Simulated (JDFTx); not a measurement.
# Ag (Fm-3m) in JDFTx: reference runs

Aim: a first look at Ag with PBEsol, on the cell as given and on a disturbed one.

All numbers are computed with JDFTx 1.7.0 (patched build); they aren't measurements. Logs are shortened: lines on timing, memory, paths and dates and some standing lists are left out, and cuts for length are marked. The log counts tension as positive stress, the text compression.

**1. The structure**

Symmetry: Fm-3m, No. 225, cubic system. Conventional cell: a = 4.085 Å, b = 4.085 Å, c = 4.085 Å, α = 90.00°, β = 90.00°, γ = 90.00°. Around Ag (site symmetry m-3m) lie 12 Ag at 2.89 Å.

**2. Single point, PBEsol**

File Ag.in:

```
lattice \
    0.0000000000     3.8602380411     3.8602380411 \
    3.8602380411     0.0000000000     3.8602380411 \
    3.8602380411     3.8602380411     0.0000000000
coords-type Lattice
ion Ag     0.0000000000     0.0000000000     0.0000000000 1

ion-species pseudo/Ag.upf
elec-cutoff 41
elec-ex-corr gga-PBEsol
kpoint-folding 11 11 11
elec-smearing Fermi 0.0018374661
elec-n-bands 15
electronic-SCF nIterations 100 energyDiffThreshold 1e-09
electronic-minimize nIterations 30 energyDiffThreshold 1e-7
converge-empty-states yes
forces-output-coords Cartesian

dump-name run.$VAR
dump End Ecomponents EigStats BandEigs Kpoints Forces Stress ElecDensity Dtot KEdensity
```

Potentials or basis: PseudoDojo-SR-PBEsol-0.4.1-standard with smoothed tails.

On the command line:

```bash
> jdftx -c 1 -i Ag.in -o Ag.out
```

Log:

```text
*************** JDFTx 1.7.0 (patched build) ***************

Input parsed successfully to the following command list (including defaults):
[... the input with its defaults ...]

---------- Setting up symmetries ----------

Found 48 point-group symmetries of the bravais lattice
Found 48 space-group symmetries with basis
Applied RMS atom displacement 0 bohrs to make symmetries exact.

---------- Initializing the Grid ----------
R =
[            0      3.86024      3.86024  ]
[      3.86024            0      3.86024  ]
[      3.86024      3.86024            0  ]
unit cell volume = 115.046
G =
[  -0.813834   0.813834   0.813834  ]
[   0.813834  -0.813834   0.813834  ]
[   0.813834   0.813834  -0.813834  ]
Minimum fftbox size, Smin = [  32  32  32  ]
Chosen fftbox size, S = [  32  32  32  ]

---------- Exchange Correlation functional ----------
Initalized PBEsol GGA exchange.
Initalized PBEsol GGA correlation.

---------- Setting up pseudopotentials ----------
Width of ionic core gaussian charges (only for fluid interactions / plotting) set to 0

Reading pseudopotential file 'pseudo/Ag.upf':
  'Ag' pseudopotential, 'PBESOL' functional
  Generated using ONCVPSP code by D. R. Hamann
  19 valence electrons, 4 orbitals, 6 projectors, 1001 radial grid points, with lMax = 2
    4S    l: 0   occupation:  2.0   eigenvalue: -3.490036
    4P    l: 1   occupation:  6.0   eigenvalue: -2.150336
    4D    l: 2   occupation: 10.0   eigenvalue: -0.273895
    5S    l: 0   occupation:  1.0   eigenvalue: -0.162475
  Core radius for overlap checks: 1.53 bohrs.

Initialized 1 species with 1 total atoms.

Folded 1 k-points by 11x11x11 to 1331 k-points.

---------- Setting up k-points, bands, fillings ----------
Reduced to 56 k-points under symmetry.
Computing the number of bands and number of electrons
Calculating initial fillings.
nElectrons:  19.000000   nBands: 15   nStates: 56

----- Setting up reduced wavefunction bases (one per k-point) -----
average nbasis = 1442.653 , ideal nbasis = 1442.587

---------- Setting up ewald sum ----------
Optimum gaussian width for ewald sums = 1.967960 bohr.
Real space sum over 2197 unit cells with max indices [  6  6  6  ]
Reciprocal space sum over 2197 terms with max indices [  6  6  6  ]

---------- Allocating electronic variables ----------
Initializing wave functions:  linear combination of atomic orbitals
Note: number of bands (15) exceeds available atomic orbitals (10)
Ag pseudo-atom occupations:   s ( 2 1 )  p ( 6 )  d ( 10 )
	FillingsUpdate:  mu: +0.637123967  nElectrons: 19.000000
LCAOMinimize: Iter:   0  F: -147.3749280458283124  |grad|_K:  2.096e-03  alpha:  1.000e+00
	FillingsUpdate:  mu: +0.650339365  nElectrons: 19.000000
LCAOMinimize: Iter:   1  F: -147.3872477788038680  |grad|_K:  1.179e-04  alpha:  4.983e-01  linmin:  2.575e-01  cgtest: -1.043e+00
LCAOMinimize: 	Bad step direction: g.d > 0.
[... 8 lines of inner loops ...]
LCAOMinimize: Encountered beta<0, resetting CG.
	FillingsUpdate:  mu: +0.649648194  nElectrons: 19.000000
LCAOMinimize: Iter:   5  F: -147.3872908682452305  |grad|_K:  3.238e-08  alpha:  5.015e-01  linmin: -1.529e-03  cgtest:  9.336e-03
LCAOMinimize: Converged (|Delta F|<1.000000e-06 for 2 iters).

-------- Electronic minimization -----------
Will mix electronic density at each iteration.
	FillingsUpdate:  mu: +0.649648194  nElectrons: 19.000000
	FillingsUpdate:  mu: +0.640268786  nElectrons: 19.000000
SCF: Cycle:  0   F: -147.396903572511661   dF: -9.613e-03   |Residual|: 2.938e-02   |deigs|: 3.745e-01
	FillingsUpdate:  mu: +0.641574861  nElectrons: 19.000000
SCF: Cycle:  1   F: -147.397433850948289   dF: -5.303e-04   |Residual|: 6.491e-03   |deigs|: 9.649e-03
	FillingsUpdate:  mu: +0.641373389  nElectrons: 19.000000
SCF: Cycle:  2   F: -147.397438096380171   dF: -4.245e-06   |Residual|: 2.733e-03   |deigs|: 8.084e-04
	FillingsUpdate:  mu: +0.641229227  nElectrons: 19.000000
SCF: Cycle:  3   F: -147.397438851154249   dF: -7.548e-07   |Residual|: 4.945e-04   |deigs|: 3.513e-04
	FillingsUpdate:  mu: +0.641223202  nElectrons: 19.000000
SCF: Cycle:  4   F: -147.397438892446331   dF: -4.129e-08   |Residual|: 2.066e-04   |deigs|: 1.137e-04
	FillingsUpdate:  mu: +0.641216589  nElectrons: 19.000000
SCF: Cycle:  5   F: -147.397438918379038   dF: -2.593e-08   |Residual|: 2.747e-05   |deigs|: 8.488e-05
	FillingsUpdate:  mu: +0.641216281  nElectrons: 19.000000
SCF: Cycle:  6   F: -147.397438920065156   dF: -1.686e-09   |Residual|: 2.489e-05   |deigs|: 4.825e-05
	FillingsUpdate:  mu: +0.641217309  nElectrons: 19.000000
SCF: Cycle:  7   F: -147.397438921062587   dF: -9.974e-10   |Residual|: 1.497e-05   |deigs|: 1.517e-04
	FillingsUpdate:  mu: +0.641217360  nElectrons: 19.000000
SCF: Cycle:  8   F: -147.397438921090810   dF: -2.822e-11   |Residual|: 1.931e-05   |deigs|: 3.215e-05
SCF: Converged (|Delta E|<1.000000e-09 for 2 iters).

Setting wave functions to eigenvectors of Hamiltonian
Converging empty states (this may take a while): |deigs|: 1.771e-04

# Stress tensor in Cartesian coordinates [Eh/a0^3]:
[  0.000105012            0            0  ]
[            0  0.000105012            0  ]
[            0            0  0.000105012  ]

# Ionic positions in lattice coordinates:
ion Ag   0.000000000000000   0.000000000000000   0.000000000000000 1

# Forces in Cartesian coordinates:
force Ag  -0.000000000000000  -0.000000000000000   0.000000000000000 1

# Energy components:
   Eewald =     -107.1912658709665607
       EH =       35.3800662232461889
     Eloc =     -110.9080571100536758
      Enl =       -2.0479202896894346
      Exc =      -23.0021198884825466
 Exc_core =        7.5008371263655169
       KE =       52.8711160531106685
-------------------------------------
     Etot =     -147.3973437564698656
       TS =        0.0000951646209387
-------------------------------------
        F =     -147.3974389210908100

IonicMinimize: Iter:   0  F: -147.397438921090810  |grad|_K:  0.000e+00
IonicMinimize: Converged (|grad|_K<1.000000e-04).

#--- Lowdin population analysis ---
# oxidation-state Ag +0.136

Dumping 'run.eigStats' ...
	eMin: -2.743259 at state 0 ( [ +0.000000 +0.000000 +0.000000 ] spin 0 )
	HOMO: +0.639594 at state 11 ( [ +0.000000 +0.090909 -0.454545 ] spin 0 )
	mu  : +0.641216
	LUMO: +0.643099 at state 31 ( [ +0.000000 +0.363636 +0.454545 ] spin 0 )
	eMax: +1.577795 at state 28 ( [ +0.000000 +0.272727 -0.363636 ] spin 0 )
	HOMO-LUMO gap: +0.003505
	Optical gap  : +0.113305 at state 31 ( [ +0.000000 +0.363636 +0.454545 ] spin 0 )
Done!
```

Wall time 22 s (1 thread of Arm Neoverse V2, shared host); peak memory 0.07 GiB.

Results:

```
Free energy            : -4010.8886 eV
Pressure               : -3.1 GPa
Band gap on the k mesh : none (metal or under the smearing width)
```

Levels at points of the mesh, in eV from the Fermi level:
```
           k point  band 6  band 7  band 8  band 9  band 10  band 11  band 12  band 13  band 14
(0.00, 0.00, 0.00)   -4.96   -4.96   -4.96   -3.91    -3.91    15.94    19.47    19.47    19.47
```

**3. Single point, PBEsol (cell strained at random at fixed volume)**

Ag.in: that of step 2 with these lines changed.

```diff
@@ -1,7 +1,7 @@
 lattice \
-    0.0000000000     3.8602380411     3.8602380411 \
-    3.8602380411     0.0000000000     3.8602380411 \
-    3.8602380411     3.8602380411     0.0000000000
+   -0.0117597657     3.8077471185     3.9412033569 \
+    3.8524485900     0.0887150826     3.8854280903 \
+    3.9064418448     3.8059651068    -0.0447411557
 coords-type Lattice
-ion Ag     0.0000000000     0.0000000000     0.0000000000 1
+ion Ag     0.0022060000     0.0285520000    -0.0104340000 1
```

Potentials or basis: PseudoDojo-SR-PBEsol-0.4.1-standard with smoothed tails.

On the command line:

```bash
> jdftx -c 1 -i Ag.in -o Ag.out
```

Log:

```text
*************** JDFTx 1.7.0 (patched build) ***************

Input parsed successfully to the following command list (including defaults):
[... the input with its defaults ...]

---------- Setting up symmetries ----------

Non-trivial transmission matrix:
[   1   0   0  ]
[  -1   1  -1  ]
[   0   0   1  ]
with reduced lattice vectors:
[     -3.819507      3.807747      0.133456  ]
[      3.763734      0.088715      3.796713  ]
[      0.100477      3.805965     -3.850706  ]

Found 2 point-group symmetries of the bravais lattice
Found 2 space-group symmetries with basis
Applied RMS atom displacement 0 bohrs to make symmetries exact.

---------- Initializing the Grid ----------
R =
[   -0.0117598      3.80775       3.9412  ]
[      3.85245    0.0887151      3.88543  ]
[      3.90644      3.80597   -0.0447412  ]
unit cell volume = 115.046
G =
[  -0.807845   0.828526    0.78891  ]
[   0.838363   -0.84082   0.831722  ]
[   0.781846    0.81482  -0.801205  ]
Minimum fftbox size, Smin = [  32  32  32  ]
Chosen fftbox size, S = [  32  32  32  ]

---------- Exchange Correlation functional ----------
Initalized PBEsol GGA exchange.
Initalized PBEsol GGA correlation.

---------- Setting up pseudopotentials ----------
Width of ionic core gaussian charges (only for fluid interactions / plotting) set to 0
[... 50 lines left out ...]
SCF: Cycle:  1   F: -147.397208123614263   dF: -5.466e-04   |Residual|: 6.468e-03   |deigs|: 8.290e-03
	FillingsUpdate:  mu: +0.639006546  nElectrons: 19.000000
SCF: Cycle:  2   F: -147.397212480563013   dF: -4.357e-06   |Residual|: 2.761e-03   |deigs|: 7.248e-04
	FillingsUpdate:  mu: +0.638835126  nElectrons: 19.000000
SCF: Cycle:  3   F: -147.397213244627238   dF: -7.641e-07   |Residual|: 5.000e-04   |deigs|: 3.489e-04
	FillingsUpdate:  mu: +0.638834956  nElectrons: 19.000000
SCF: Cycle:  4   F: -147.397213287181359   dF: -4.255e-08   |Residual|: 2.030e-04   |deigs|: 1.373e-04
	FillingsUpdate:  mu: +0.638825701  nElectrons: 19.000000
SCF: Cycle:  5   F: -147.397213312904341   dF: -2.572e-08   |Residual|: 2.874e-05   |deigs|: 1.105e-04
	FillingsUpdate:  mu: +0.638825211  nElectrons: 19.000000
SCF: Cycle:  6   F: -147.397213314666089   dF: -1.762e-09   |Residual|: 2.368e-05   |deigs|: 7.537e-05
	FillingsUpdate:  mu: +0.638826343  nElectrons: 19.000000
SCF: Cycle:  7   F: -147.397213315673753   dF: -1.008e-09   |Residual|: 1.146e-05   |deigs|: 3.039e-04
	FillingsUpdate:  mu: +0.638826343  nElectrons: 19.000000
SCF: Cycle:  8   F: -147.397213315754527   dF: -8.077e-11   |Residual|: 1.234e-05   |deigs|: 9.291e-05
	FillingsUpdate:  mu: +0.638826215  nElectrons: 19.000000
SCF: Cycle:  9   F: -147.397213315830783   dF: -7.626e-11   |Residual|: 7.981e-06   |deigs|: 5.106e-05
SCF: Converged (|Delta E|<1.000000e-09 for 2 iters).

Setting wave functions to eigenvectors of Hamiltonian
Converging empty states (this may take a while): |deigs|: 1.624e-04

# Stress tensor in Cartesian coordinates [Eh/a0^3]:
[  8.48209e-05  5.82039e-05 -4.76855e-05  ]
[  5.82039e-05  9.33084e-05  2.72369e-05  ]
[ -4.76855e-05  2.72369e-05  9.51436e-05  ]

# Ionic positions in lattice coordinates:
ion Ag   0.002206000000000   0.028552000000000  -0.010434000000000 1

# Forces in Cartesian coordinates:
force Ag   0.000000000000000   0.000000000000000   0.000000000000000 1

# Energy components:
   Eewald =     -107.1631999169632792
       EH =       35.4098841484164168
     Eloc =     -110.9679588529303942
      Enl =       -2.0478228004903647
      Exc =      -23.0029678795370884
 Exc_core =        7.5008356520907133
       KE =       52.8741069923005256
-------------------------------------
     Etot =     -147.3971226571134707
       TS =        0.0000906587173239
-------------------------------------
        F =     -147.3972133158307827

IonicMinimize: Iter:   0  F: -147.397213315830783  |grad|_K:  0.000e+00
IonicMinimize: Converged (|grad|_K<1.000000e-04).

#--- Lowdin population analysis ---
# oxidation-state Ag +0.131

Dumping 'run.eigStats' ...
	eMin: -2.743102 at state 0 ( [ +0.000000 +0.000000 +0.000000 ] spin 0 )
	HOMO: +0.638620 at state 405 ( [ +0.272727 -0.181818 +0.272727 ] spin 0 )
	mu  : +0.638826
	LUMO: +0.638980 at state 589 ( [ +0.454545 +0.363636 +0.000000 ] spin 0 )
	eMax: +1.588872 at state 633 ( [ +0.454545 -0.272727 +0.000000 ] spin 0 )
	HOMO-LUMO gap: +0.000360
	Optical gap  : +0.110785 at state 478 ( [ +0.363636 +0.363636 -0.090909 ] spin 0 )
Done!
```

Wall time 4.7 min (1 thread of Arm Neoverse V2, shared host); peak memory 0.53 GiB.

Results:

- Free energy: -4010.8825 eV
- Pressure: -2.7 GPa
- Band gap on the k mesh: none (metal or under the smearing width)
